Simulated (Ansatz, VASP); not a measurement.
Two plane-wave programs on ZnS (Wurtzite-4H)

INCAR

```
PREC = Accurate
ENCUT = 580
EDIFF = 1E-6
ISMEAR = -1
SIGMA = 0.05
LREAL = False
LASPH = True
NELM = 60
ALGO = Normal
ISIF = 3
LWAVE = False
LCHARG = False
GGA = PE
IBRION = 2
NSW = 40
EDIFFG = -0.005
```

File KPOINTS:

```
regular mesh
0
Gamma
  8 8 3
```

POSCAR

```
ZnS
1.0
    3.8227000000      0.0000000000      0.0000000000
   -1.9113500000      3.3105553110      0.0000000000
    0.0000000000      0.0000000000     12.5200000000
Zn S
4 4
Direct
    0.6666666667      0.3333333333      0.7500000000
    0.3333333333      0.6666666667      0.2500000000
    0.0000000000      0.0000000000      0.5000000000
    0.0000000000      0.0000000000      0.0000000000
    0.6666666667      0.3333333333      0.9375000000
    0.3333333333      0.6666666667      0.4375000000
    0.0000000000      0.0000000000      0.6875000000
    0.0000000000      0.0000000000      0.1875000000
```

File input.yaml:

```yaml
crystal:
  lattice:
    - [3.8227, 0.0, 0.0]
    - [-1.91135, 3.310555311, 0.0]
    - [0.0, 0.0, 12.52]
  atoms:
    - { symbol: Zn, position: [0.6666666667, 0.3333333333, 0.75] }
    - { symbol: Zn, position: [0.3333333333, 0.6666666667, 0.25] }
    - { symbol: Zn, position: [0.0, 0.0, 0.5] }
    - { symbol: Zn, position: [0.0, 0.0, 0.0] }
    - { symbol: S, position: [0.6666666667, 0.3333333333, 0.9375] }
    - { symbol: S, position: [0.3333333333, 0.6666666667, 0.4375] }
    - { symbol: S, position: [0.0, 0.0, 0.6875] }
    - { symbol: S, position: [0.0, 0.0, 0.1875] }
hamiltonian:
  xc: pbe
  pseudopotentials: { kind: paw }
kpoints:
  mp_grid: { grid: [8, 8, 3] }
scf:
  occupations: { method: fermi_dirac, width: 0.05 }
output:
  forces: true
  stress: true
relax:
  f_tol: 0.01
  max_steps: 40
  cell: { stress_tol: 0.05 }
```

Alike in both runs: task relaxation of cell and atoms; functional PBE; k mesh 8 × 8 × 3; occupations fermi-dirac, width 0.05 eV; no spin polarisation.

|  | VASP | Ansatz |
| --- | --- | --- |
| version | VASP 6.6.1 | Ansatz 0.2.0 |
| potentials or method | VASP PAW PBE potentials, release 64 (Zn, S) | Ansatz PAW |
| plane-wave cutoff (eV) | 580 | 420 |
| valence electrons in the cell | 72 | 72 |

```tsv
	VASP	Ansatz	Ansatz less VASP
relaxed volume (Å³/atom)	20.22	20.17	-0.052
relaxed cell length with the largest relative difference (Å)	3.850	3.847	-0.0035
energy change over the relaxation (meV/atom)	-2	-2	+0.4
```

Caveats: the plane-wave basis is chosen anew once the cell has moved, so the energies of steps on either side of that aren't comparable (Ansatz). PBE usually gives volumes a little too large and moduli too small. Zero-point motion and thermal expansion aren't in these numbers.
